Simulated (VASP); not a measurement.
Set up this calculation in VASP 6.6.1, as the native input.

- Task: relaxation of the atoms
- Functional: LDA
- Potentials or basis: VASP PAW LDA potentials, release 64 (Ta_pv, C)
- Cutoff: 600 eV
- k mesh: 14 × 14 × 14
- Occupations: methfessel-paxton, width 0.1 eV
- Spin: no spin polarisation
- Further INCAR settings: ALGO = Fast; EDIFF = 1e-07; IBRION = 2; EDIFFG = -0.01; NSW = 40

The structure of TaC lies in POSCAR:

```
TaC                                     
1.0
   -0.0000000000      2.2395573416      2.2395573416
    2.2395573416      0.0000000000      2.2395573416
    2.2395573416      2.2395573416     -0.0000000000
  Ta              C             
     1     1
Direct
     0.0000000000000000    0.0000000000000000    0.0000000000000000
     0.5000000000000000    0.5000000000000000    0.5000000000000000
```

The cell isn't the ideal one: a relaxed cell with its volume scaled by 1.04.

The input as run:

INCAR

```
PREC = Accurate
ENCUT = 600
EDIFF = 1E-7
ISMEAR = 1
SIGMA = 0.1
LREAL = F
LASPH = T
NELM = 80
ALGO = Fast
ISIF = 2
LWAVE = F
LCHARG = F
GGA = CA
IBRION = 2
NSW = 40
EDIFFG = -0.01
```

KPOINTS

```
regular mesh
0
Gamma
  14 14 14
```

Potentials or basis: VASP PAW LDA potentials, release 64 (Ta_pv, C).

Run with:

```console
$ cat potpaw_LDA.64/Ta_pv/POTCAR potpaw_LDA.64/C/POTCAR > POTCAR
$ mpirun -np 1 vasp_std > vasp.out
```

Results of the run:

- Pressure after relaxing: -12.9 GPa
- Band gap on the k mesh: none (metal or under the smearing width)

Caveat: the relaxation stopped at its first step, so nothing moved.

It took 26 s on 1 thread of Intel(R) Xeon(R) Platinum 8488C (Sapphire Rapids) (shared host), peak memory 0.17 GiB.
